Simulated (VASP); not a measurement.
# Bi (R-3m) in VASP: settings compared, part 2 of 2

VASP 6.6.1. The steps go on from the part before.

### 3 Relaxation of cell and atoms, LDA

This run uses another cell than the first one, of 33.58 Å³/atom, 0.957 times its volume.

INCAR

```
SYSTEM = Bi
ALGO     = Normal         ! electronic algorithm
EDIFF    = 1E-7           ! SCF threshold, eV
EDIFFG   = -0.005         ! ionic threshold
ENCUT    = 600            ! plane-wave cutoff, eV
GGA      = CA             ! functional
IBRION   = 2              ! ionic algorithm
ISIF     = 3              ! what is computed and relaxed
ISMEAR   = 1              ! smearing method
KPAR     = 2            
LASPH    = .True.         ! aspherical terms in the spheres
LCHARG   = .False.        ! write CHGCAR
LREAL    = .False.        ! projectors in reciprocal space
LWAVE    = .False.        ! write WAVECAR
NELM     = 80             ! most SCF steps
NSW      = 90             ! ionic steps
PREC     = Accurate       ! precision mode
SIGMA    = 0.1            ! smearing width, eV
```

KPOINTS

```
k-points
0
Gamma
  12 12 10
  0 0 0
```

POSCAR

```
Bi                                      
1.0
    2.2490856772      1.2985102212      3.8323648020
   -2.2490856772      1.2985102212      3.8323648020
   -0.0000000000     -2.5970204423      3.8323648020
  Bi            
     2
Direct
     0.2374200387759236    0.2374200387759236    0.2374200387759236
     0.7625799612240765    0.7625799612240765    0.7625799612240765
```

Potentials or basis: VASP PAW LDA potentials, release 64 (Bi_d).

Started as:

```
cat potpaw_LDA.64/Bi_d/POTCAR > POTCAR
mpirun -np 2 vasp_std > vasp.out
```

OUTCAR:

```text
SYSTEM = Bi
   EDIFF = 1E-7
   EDIFFG = -0.005
   ENCUT = 600
   GGA = CA
   IBRION = 2
   ISIF = 3
   ISMEAR = 1
   LASPH = .True.
   LREAL = .False.
   NELM = 80
   NSW = 90
   PREC = Accurate

 ion  position               nearest neighbor table
   1  0.237  0.237  0.237-   2 3.06   2 3.06   2 3.06   2 3.41   2 3.41   2 3.41
   2  0.763  0.763  0.763-   1 3.06   1 3.06   1 3.06   1 3.41   1 3.41   1 3.41

  LATTYP: Found a trigonal (rhomboedric) cell.
 ALAT       =     4.6294206067
 COS(alpha) =     0.5279492256

  Lattice vectors:

 A1 = (   2.2490856772,   1.2985102212,   3.8323648020)
 A2 = (  -2.2490856772,   1.2985102212,   3.8323648020)
 A3 = (   0.0000000000,  -2.5970204423,   3.8323648020)

Analysis of symmetry for initial positions (statically):
=====================================================================
 Subroutine PRICEL returns:
 Original cell was already a primitive cell.

 Routine SETGRP: Setting up the symmetry group for a
 trigonal (rhombohedral) supercell.

[... 230 lines left out ...]
  ---------------------------------------------------
  ext. energy  EPLUGINS =         0.00000000
  ---------------------------------------------------
  free energy    TOTEN  =        -9.12199252 eV

  energy without entropy =       -9.12206244  energy(sigma->0) =       -9.12201583

 E-fermi :   6.6441     XC(G=0): -10.0264

 val. band max:        6.6341415527   @ k =   0.3333   0.2500   0.2000
 cond. band min:       6.6448812883   @ k =   0.4167   0.0833   0.1000
 fundamental gap:      0.0107397356
 Fermi energy:         6.6440536925

 k-point     1 :       0.0000    0.0000    0.0000
  band No.  band energies     occupation
      1     -16.3136      2.00000
      2     -16.3136      2.00000
      3     -16.1428      2.00000
      4     -16.1428      2.00000
      5     -16.1319      2.00000
      6     -15.9344      2.00000
[... 505 lines left out ...]
      6     -16.0328      2.00000
[... 11 lines left out ...]
     18       9.9694      0.00000
     19      13.5374      0.00000

 [... further k-points ...]
[... 5 lines left out ...]
  --------------------------------------------------------------------------------------
  -------------------------------------------------------------------------------------
  Total       -0.0036344     -0.0036344      0.0023058     -0.0000000      0.0000000      0.0000000
  in kB       -0.0867506     -0.0867506      0.0550387     -0.0000000      0.0000000      0.0000000
  external PRESSURE =      -0.0394875 kB  Pullay stress =       0.0000000 kB

 VOLUME and BASIS-vectors are now :
 -----------------------------------------------------------------------------
  energy-cutoff  :      600.00
  volume of cell :       67.12
      direct lattice vectors                 reciprocal lattice vectors
     2.248481799  1.298161572  3.832649306     0.222372269  0.128386690  0.086972041
    -2.248481799  1.298161572  3.832649306    -0.222372269  0.128386690  0.086972041
     0.000000000 -2.596323143  3.832649306     0.000000000 -0.256773379  0.086972041

 POSITION                                       TOTAL-FORCE (eV/Angst)
 -----------------------------------------------------------------------------------
      0.00000      0.00000      2.73010         0.000000      0.000000      0.004481
      0.00000      0.00000      8.76785        -0.000000     -0.000000     -0.004481
 -----------------------------------------------------------------------------------
    total drift:                               -0.000000     -0.000000      0.000000

  FREE ENERGIE OF THE ION-ELECTRON SYSTEM (eV)
  ---------------------------------------------------
  free  energy   TOTEN  =        -9.1219925245 eV

  energy  without entropy=       -9.1220624355  energy(sigma->0) =       -9.12201583

 reached required accuracy - stopping structural energy minimisation
```

OSZICAR:

```text
N       E                     dE             d eps       ncg     rms          rms(c)
DAV:   1     0.307499546427E+03    0.30750E+03   -0.17931E+04 14869   0.211E+03
DAV:   2     0.162280929359E+02   -0.29127E+03   -0.28675E+03 14876   0.488E+02
DAV:   3    -0.823417103157E+01   -0.24462E+02   -0.24037E+02 17345   0.162E+02
DAV:   4    -0.909809145225E+01   -0.86392E+00   -0.86172E+00 16510   0.324E+01
DAV:   5    -0.914317219993E+01   -0.45081E-01   -0.45078E-01 20407   0.675E+00    0.106E+00
DAV:   6    -0.912872290700E+01    0.14449E-01   -0.22934E-02 17798   0.175E+00    0.613E-01
DAV:   7    -0.912206740144E+01    0.66555E-02   -0.12861E-02 17771   0.139E+00    0.106E-01
DAV:   8    -0.912198163498E+01    0.85766E-04   -0.12369E-03 15912   0.468E-01    0.172E-02
DAV:   9    -0.912198636518E+01   -0.47302E-05   -0.55005E-05 22229   0.646E-02    0.629E-03
DAV:  10    -0.912198622821E+01    0.13696E-06   -0.17963E-06 16546   0.100E-02    0.148E-03
DAV:  11    -0.912198626327E+01   -0.35057E-07   -0.14389E-07 10060   0.344E-03
   1 F= -.91219863E+01 E0= -.91220101E+01  d E =-.912199E+01
       N       E                     dE             d eps       ncg     rms          rms(c)
DAV:   1    -0.912207815814E+01   -0.91930E-04   -0.37263E-03 16463   0.825E-01    0.491E-02
DAV:   2    -0.912200924418E+01    0.68914E-04   -0.20315E-04 16214   0.224E-01    0.225E-02
DAV:   3    -0.912199252508E+01    0.16719E-04   -0.81000E-05 19251   0.136E-01    0.444E-03
DAV:   4    -0.912199257971E+01   -0.54632E-07   -0.64555E-06 16248   0.306E-02    0.173E-03
DAV:   5    -0.912199252453E+01    0.55180E-07   -0.73533E-07 15297   0.129E-02
   2 F= -.91219925E+01 E0= -.91220158E+01  d E =-.626126E-05
```

CONTCAR:

```text
Bi
   1.00000000000000
     2.2484817985564058    1.2981615717025528    3.8326493059613922
    -2.2484817985564058    1.2981615717025528    3.8326493059613922
     0.0000000000000000   -2.5963231433051246    3.8326493059613895
  Bi
     2
Direct
     0.2374421691269066    0.2374421691269066    0.2374421691269066
     0.7625578308730934    0.7625578308730934    0.7625578308730934

  0.00000000E+00  0.00000000E+00  0.00000000E+00
  0.00000000E+00  0.00000000E+00  0.00000000E+00
```

Run time: 9.7 min. Hardware: 2 MPI ranks of Intel Xeon Platinum 8375C at 2.90GHz (Ice Lake), shared host; peak memory 0.56 GiB.

Results:

```
Free energy                            : -9.1220 eV
Relaxed volume                         : 33.56 Å³/atom
Relaxed cell                           : a = 4.629 Å, b = 4.629 Å, c = 4.629 Å, α = 58.12°, β = 58.12°, γ = 58.12°
Space group after relaxing (to 0.05 Å) : R-3m (No. 166)
Energy gained by relaxing              : 0.0 meV/atom
Ionic steps                            : 2
Pressure after relaxing                : 0.0 GPa
Largest force after relaxing           : 0.004 eV/Å
Band gap on the k mesh                 : none (metal or under the smearing width)
```

Forces on the atoms (eV/Å):
```
Bi   0.000  0.000  0.004
Bi   0.000  0.000 -0.004
```

Final structure:
```yaml
crystal:
  lattice:
    - [2.24848, 1.29816, 3.83265]
    - [-2.24848, 1.29816, 3.83265]
    - [0.00000, -2.59632, 3.83265]
  atoms:
    - { symbol: Bi, position: [0.23744, 0.23744, 0.23744] }
    - { symbol: Bi, position: [0.76256, 0.76256, 0.76256] }
```

Caveat: spin-orbit coupling is left out, which moves the levels of the heavy elements.

### 4 Relaxation of cell and atoms, PBE

INCAR

```
SYSTEM = Bi
  PREC = Accurate
  ENCUT = 300
  EDIFF = 1E-6
  ISMEAR = 1
  SIGMA = 0.1
  LREAL = .False.
  LASPH = .True.
  NELM = 80
  ALGO = Normal
  ISIF = 3
  LWAVE = .False.
  LCHARG = .False.
  GGA = PE
  IBRION = 2
  NSW = 90
  EDIFFG = -0.01
```

KPOINTS

```
regular mesh
0
Gamma
  6 6 5
  0 0 0
```

POSCAR

```
Bi
1.0
    2.2675000000      1.3091417354      3.9380000000
   -2.2675000000      1.3091417354      3.9380000000
    0.0000000000     -2.6182834708      3.9380000000
Bi
2
Direct
    0.2340000000      0.2340000000      0.2340000000
    0.7660000000      0.7660000000      0.7660000000
```

Potentials or basis: VASP PAW PBE potentials, release 64 (Bi).

Started as:

```
cat potpaw_PBE.64/Bi/POTCAR > POTCAR
mpirun -np 1 vasp_std > vasp.out
```

OUTCAR:

```text
SYSTEM = Bi
   PREC = Accurate
   ENCUT = 300
   EDIFF = 1E-6
   ISMEAR = 1
   LREAL = .False.
   LASPH = .True.
   NELM = 80
   ISIF = 3
   GGA = PE
   IBRION = 2
   NSW = 90
   EDIFFG = -0.01

 ion  position               nearest neighbor table
   1  0.234  0.234  0.234-   2 3.06   2 3.06   2 3.06   2 3.52   2 3.52   2 3.52
   2  0.766  0.766  0.766-   1 3.06   1 3.06   1 3.06   1 3.52   1 3.52   1 3.52

  LATTYP: Found a trigonal (rhomboedric) cell.
 ALAT       =     4.7289800521
 COS(alpha) =     0.5401781303

  Lattice vectors:

 A1 = (   2.2675000000,   1.3091417354,   3.9380000000)
 A2 = (  -2.2675000000,   1.3091417354,   3.9380000000)
 A3 = (   0.0000000000,  -2.6182834708,   3.9380000000)

Analysis of symmetry for initial positions (statically):
=====================================================================
 Subroutine PRICEL returns:
[... 209 lines left out ...]
      2      -2.1177      2.00000
      3       3.8183      2.00000
      4       4.0685      2.00000
      5       4.0685      2.00000
      6       7.7860      0.00000
      7       8.2703      0.00000
      8       8.2703      0.00000
      9      10.9337      0.00000
[... 491 lines left out ...]
--------------------------------------- Ionic step        7  -------------------------------------------

 number of electron      10.0000002 magnetization

 Free energy of the ion-electron system (eV)
  ---------------------------------------------------
  ext. energy  EPLUGINS =         0.00000000
  ---------------------------------------------------
  free energy    TOTEN  =        -7.75585349 eV

  energy without entropy =       -7.75523844  energy(sigma->0) =       -7.75564848

 E-fermi :   4.8100     XC(G=0):  -9.1775

 val. band max:        4.7839044372   @ k =   0.5000   0.3333   0.4000
 cond. band min:       4.9252981820   @ k =   0.0000   0.0000   0.4000
 fundamental gap:      0.1413937448
 Fermi energy:         4.8099622799

 k-point     1 :       0.0000    0.0000    0.0000
  band No.  band energies     occupation
      1      -8.0096      2.00000
      2      -2.8020      2.00000
      3       3.3439      2.00000
      4       3.6945      2.00000
      5       3.6945      2.00000
      6       7.2189      0.00000
      7       7.6693      0.00000
      8       7.6693      0.00000
      9      10.3970      0.00000
[... 305 lines left out ...]
  FREE ENERGIE OF THE ION-ELECTRON SYSTEM (eV)
  ---------------------------------------------------
  free  energy   TOTEN  =        -7.7558534922 eV

  energy  without entropy=       -7.7552384409  energy(sigma->0) =       -7.75564848

 reached required accuracy - stopping structural energy minimisation
```

OSZICAR:

```text
N       E                     dE             d eps       ncg     rms          rms(c)
DAV:   1     0.279106036902E+02    0.27911E+02   -0.28371E+03   990   0.561E+02
DAV:   2    -0.621215099752E+01   -0.34123E+02   -0.33150E+02  1413   0.913E+01
[... 49 lines left out ...]
   6 F= -.77557208E+01 E0= -.77555214E+01  d E =-.614980E-03
       N       E                     dE             d eps       ncg     rms          rms(c)
DAV:   1    -0.775597122436E+01   -0.25132E-03   -0.48074E-02  1018   0.122E+00    0.713E-02
DAV:   2    -0.775594071520E+01    0.30509E-04   -0.15646E-03  1022   0.256E-01    0.422E-02
DAV:   3    -0.775585218310E+01    0.88532E-04   -0.26418E-04  1105   0.876E-02    0.895E-03
DAV:   4    -0.775585349137E+01   -0.13083E-05   -0.17369E-05  1117   0.266E-02    0.588E-03
DAV:   5    -0.775585349217E+01   -0.80649E-09   -0.18014E-06   635   0.861E-03
   7 F= -.77558535E+01 E0= -.77556485E+01  d E =-.747707E-03
```

It took 28 s on 1 thread of Intel Xeon 6975P-C (Granite Rapids), shared host; peak memory 0.16 GiB.

Results:

| Item | Value |
| --- | --- |
| Free energy | -7.7559 eV |
| Relaxed volume | 36.78 Å³/atom |
| Relaxed cell | a = 4.830 Å, b = 4.830 Å, c = 4.830 Å, α = 56.69°, β = 56.69°, γ = 56.69° |
| Space group after relaxing (to 0.05 Å) | R-3m (No. 166) |
| Energy gained by relaxing | 10.8 meV/atom |
| Ionic steps | 7 |
| Pressure after relaxing | 0.0 GPa |
| Largest force after relaxing | 0.009 eV/Å |
| Band gap on the k mesh | none (metal or under the smearing width) |

Forces in eV/Å, atoms in the order of the input:
```
Bi   0.000  0.000 -0.009
Bi   0.000  0.000  0.009
```

Step by step:
| step | energy change (eV) | largest force (eV/Å) | pressure (GPa) | volume (Å³) |
| --- | --- | --- | --- | --- |
| 1 | 0.0000 | 0.2109 | 2.18 | 70.14 |
| 2 | -0.0130 | 0.1633 | -1.14 | 75.10 |
| 3 | -0.0209 | 0.0295 | 0.02 | 73.14 |
| 4 | -0.0211 | 0.0266 | 0.02 | 73.20 |
| 5 | -0.0215 | 0.0178 | 0.01 | 73.38 |
| 6 | -0.0215 | 0.0006 | 0.01 | 73.74 |
| 7 | -0.0216 | 0.0089 | 0.01 | 73.56 |

Final structure:
```cif
data_structure
_symmetry_space_group_name_H-M 'P 1'
_symmetry_Int_Tables_number 1
_cell_length_a 4.8296
_cell_length_b 4.8296
_cell_length_c 4.8296
_cell_angle_alpha 56.687
_cell_angle_beta 56.687
_cell_angle_gamma 56.687
_cell_volume 73.56
loop_
_atom_site_label
_atom_site_type_symbol
_atom_site_fract_x
_atom_site_fract_y
_atom_site_fract_z
_atom_site_occupancy
Bi1 Bi 0.23378 0.23378 0.23378 1
Bi2 Bi 0.76622 0.76622 0.76622 1
```

Levels at points of the mesh, in eV from the Fermi level:
```tsv
k point	band 3	band 4	band 5	band 6	band 7	band 8
(0.00, 0.00, 0.00)	-1.47	-1.12	-1.12	2.41	2.86	2.86
(0.50, 0.00, 0.00)	-1.36	-1.14	-0.30	-0.23	0.53	1.07
(0.50, 0.50, 0.00)	-4.45	-2.88	-2.72	2.41	4.70	5.26
```

Caveat: spin-orbit coupling is left out, which moves the levels of the heavy elements.
